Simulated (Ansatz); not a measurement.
# Relativistic treatment of La

```yaml
crystal:
  lattice:
    - [0.00000, 2.64800, 2.64800]
    - [2.64800, 0.00000, 2.64800]
    - [2.64800, 2.64800, 0.00000]
  atoms:
    - { symbol: La, position: [0.00000, 0.00000, 0.00000] }
```

The cell is COD entry 9008472, as deposited and not checked against the literature; nothing was relaxed.

One fixed cell is solved with PBE by full-potential LAPW in Ansatz 0.2.0 under different relativistic treatments. Pressure is positive in compression.

The runs use a Γ-centred 12×12×12 k mesh, Fermi–Dirac smearing of 0.05 eV, basis error target 0.25 meV/atom, no spin polarisation.

| setting | P (GPa) |
| --- | --- |
| scalar-relativistic | -0.23 |
| non-relativistic | ? |
| with spin–orbit coupling | -0.20 |
| scalar-relativistic, inner shells corrected to Dirac | -0.23 |

Q: What belongs in the row "non-relativistic", column "P (GPa)"?

A: -2.74.
